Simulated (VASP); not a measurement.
## NaI (strained rocksalt), PBE single-point calculation: Ansatz's output and VASP's

```yaml
crystal:
  lattice:
    - [0.09982, 3.24880, 3.24880]
    - [3.24880, 0.09982, 3.24880]
    - [3.24880, 3.24880, 0.09982]
  atoms:
    - { symbol: Na, position: [0.00000, 0.00000, 0.00000] }
    - { symbol: I, position: [0.50000, 0.50000, 0.50000] }
```

Ansatz printed

```
SCF 1 converged in 10 iterations: F = -9001.867218 eV  dr2 = 4.95e-10
  greatest PAW one-centre occupation: 0.999 electrons in one spin orbital (limit 2), on the Na atom at site 0 (counted from 0), in its partial waves of l = 0
NSCF: frozen V_eff on 6 k-points
SCF converged after 10 iterations
Free energy (F): -9001.867218 eV
Harris-Foulkes:  -9001.867218 eV  (|F-HF|=3.84e-10)
Internal energy: -9001.867218 eV  (E = F + TS)
E sigma→0 (E₀):  -9001.867218 eV
Fermi energy:    5.284221 eV
--- Per-component energies (eV) ---
  E_band       = -606.275391
  E_kinetic    = 310.144855
  E_local      = -3304.128237  (includes V_loc(G=0)·N_el)
  E_nonlocal   = 25.038270
  E_hartree    = 1500.009638
  E_xc         = -167.470527
  E_vxc        = -179.270279  (∫ρ·V_xc dr)
  E_paw        = -5080.362668  (= ΣΔE_a)
  E_vpaw       = -458.077958  (= ΣTr[D̂ρ^β])
  E_aug_tail   = -0.000042  (compensation charges beyond the density's cutoff)
  E_ewald      = -2285.098505
  E_smearing   = -0.000000  (= −TS)
  E_closure    = 0.000000  (closes the sum)
  Σ components = -9001.867218   (vs F -9001.867218, Δ=0.00e0)
--- Forces (eV/Å), atoms counted from 1 ---
  atom   1  Na    -0.00000000    -0.00000000    -0.00000000
  atom   2  I      0.00000000     0.00000000     0.00000000
  max |Σ_I F_I| component: 4.21e-29 eV/Å
--- Stress (GPa, compression-positive) ---
        1.076951      -0.244944      -0.244944
       -0.244944       1.076951      -0.244944
       -0.244944      -0.244944       1.076951
  P = ⅓ Tr σ = 1.0770 GPa (10.770 kbar)
--- Band table (eV; the first three rows and the last of 65) ---
  k-point 0: bands = ["-47.1196", "-39.7220", "-39.7220", "-39.7215", "-39.7127", "-39.7127", "-19.0360", "-19.0360", "-19.0317", "-7.7412", "3.2236", "3.4479", "3.4479", "7.0982", "10.9991", "11.5167", "11.5167"]
  k-point 1: bands = ["-47.1196", "-39.7220", "-39.7220", "-39.7215", "-39.7127", "-39.7127", "-19.0369", "-19.0361", "-19.0318", "-7.6918", "2.9178", "3.2119", "3.3911", "7.6314", "11.0158", "11.2587", "11.6811"]
  k-point 2: bands = ["-47.1196", "-39.7221", "-39.7220", "-39.7214", "-39.7127", "-39.7126", "-19.0392", "-19.0363", "-19.0320", "-7.5672", "2.0336", "3.1026", "3.2612", "8.3584", "11.0171", "11.1931", "11.5144"]
  k-point 64: bands = ["-47.1195", "-39.7219", "-39.7219", "-39.7214", "-39.7127", "-39.7127", "-19.0375", "-19.0362", "-19.0362", "-7.4345", "1.0247", "3.1895", "3.1895", "8.6115", "11.0942", "11.0942", "12.2427"]
```

The two codes use different PAW datasets and cutoffs. VASP's cell holds 14 valence electrons and Ansatz's 26. Ansatz's stress includes a Pulay correction; VASP's doesn't.

What does VASP give for the same cell and level of theory?

gap between bands v and c 3.65 eV; least direct gap 3.65 eV; pressure 1.1 GPa.

From OUTCAR

```
k-points           NKPTS =     65   k-points in BZ     NKDIM =     65   number of bands    NBANDS=     14

   NELECT =      14.0000    total number of electrons

   dimension x,y,z NGX =    36 NGY =   36 NGZ =   36
   dimension x,y,z NGXF=    72 NGYF=   72 NGZF=   72

  energy-cutoff  :      520.00
  volume of cell :       65.42
      direct lattice vectors                 reciprocal lattice vectors
     0.099822998  3.248800497  3.248800497    -0.161184163  0.156379237  0.156379237
     3.248800497  0.099822998  3.248800497     0.156379237 -0.161184163  0.156379237
     3.248800497  3.248800497  0.099822998     0.156379237  0.156379237 -0.161184163

 k-points in reciprocal lattice and weights: KPOINTS created by Atomic Simulation Env
   0.00000000  0.00000000  0.00000000       0.002
   0.12500000  0.00000000 -0.00000000       0.012
   0.25000000  0.00000000 -0.00000000       0.012
   0.37500000 -0.00000000 -0.00000000       0.012
   0.50000000  0.00000000 -0.00000000       0.006
   0.12500000  0.12500000  0.00000000       0.012
   0.25000000  0.12500000  0.00000000       0.023
   0.37500000  0.12500000 -0.00000000       0.023
   ...

 E-fermi :   1.5432

 k-point     1 :       0.0000    0.0000    0.0000
  band No.  band energies     occupation
      1     -21.3448      2.00000
      2     -21.3448      2.00000
      3     -21.3402      2.00000
      4     -10.0492      2.00000
      5       0.9171      2.00000
      6       1.1408      2.00000
      7       1.1408      2.00000
      8       4.7875      0.00000
      9       8.6622      0.00000
     10       9.1740      0.00000
     11       9.1740      0.00000
     12      10.8831      0.00000
     13      10.8831      0.00000
     14      11.5156      0.00000

 k-point     2 :       0.1250    0.0000   -0.0000
  band No.  band energies     occupation
      1     -21.3457      2.00000
      2     -21.3449      2.00000
      3     -21.3403      2.00000
      4      -9.9995      2.00000
      5       0.6101      2.00000
      6       0.9051      2.00000
      7       1.0838      2.00000
      8       5.3211      0.00000
      9       8.6837      0.00000
     10       8.9207      0.00000
     11       9.3382      0.00000
     12      10.3511      0.00000
     13      10.4932      0.00000
     14      12.1013      0.00000

 k-point     3 :       0.2500    0.0000   -0.0000
  band No.  band energies     occupation
      1     -21.3480      2.00000
      2     -21.3451      2.00000
      3     -21.3405      2.00000
      4      -9.8743      2.00000
      5      -0.2754      2.00000
      6       0.7956      2.00000
      7       0.9537      2.00000
      8       6.0468      0.00000
      9       8.6936      0.00000
     10       8.8579      0.00000
     11       9.1767      0.00000
     12      10.4419      0.00000
     13      10.8392      0.00000
     14      11.5748      0.00000

 k-point     4 :       0.3750   -0.0000   -0.0000
  band No.  band energies     occupation
      1     -21.3503      2.00000
      2     -21.3453      2.00000
      3     -21.3406      2.00000
      4      -9.7409      2.00000
      5      -0.9757      2.00000
      6       0.7013      2.00000
      7       0.8325      2.00000
      8       6.1590      0.00000
      9       8.4757      0.00000
     10       8.7831      0.00000
     11       9.6050      0.00000
     12      11.1868      0.00000
     13      11.6963      0.00000
     14      12.1795      0.00000

 k-point     5 :       0.5000    0.0000   -0.0000
  band No.  band energies     occupation
      1     -21.3513      2.00000
      2     -21.3454      2.00000
      3     -21.3406      2.00000
      4      -9.6830      2.00000
      5      -1.2354      2.00000
      6       0.6642      2.00000
      7       0.7846      2.00000
      8       6.1173      0.00000
      9       8.3184      0.00000
     10       8.6326      0.00000
     11      10.0645      0.00000
     12      11.4422      0.00000
     13      13.0741      0.00000
     14      13.6572      0.00000

 k-point     6 :       0.1250    0.1250    0.0000
  band No.  band energies     occupation
      1     -21.3455      2.00000
      2     -21.3451      2.00000
      3     -21.3406      2.00000
      4      -9.9860      2.00000
      5       0.5509      2.00000
      6       0.8684      2.00000
      7       1.0096      2.00000
      8       5.5084      0.00000
      9       8.2824      0.00000
     10       9.2487      0.00000
     11       9.5372      0.00000
     12       9.6533      0.00000
     13      11.0594      0.00000
     14      12.6105      0.00000

 ...

  Total        0.4456594      0.4456594      0.4456594     -0.0995516     -0.0995516     -0.0995516
  in kB       10.9144066     10.9144066     10.9144066     -2.4380642     -2.4380642     -2.4380642
  external PRESSURE =      10.9144066 kB  Pullay stress =       0.0000000 kB

 POSITION                                       TOTAL-FORCE (eV/Angst)
 -----------------------------------------------------------------------------------
      0.00000      0.00000      0.00000        -0.000000     -0.000000     -0.000000
      3.29871      3.29871      3.29871         0.000000      0.000000      0.000000
 -----------------------------------------------------------------------------------
    total drift:                                0.000000      0.000000      0.000000

  FREE ENERGIE OF THE ION-ELECTRON SYSTEM (eV)
  ---------------------------------------------------
  free  energy   TOTEN  =        -5.3692725012 eV

  energy  without entropy=       -5.3692725012  energy(sigma->0) =       -5.36927250
```
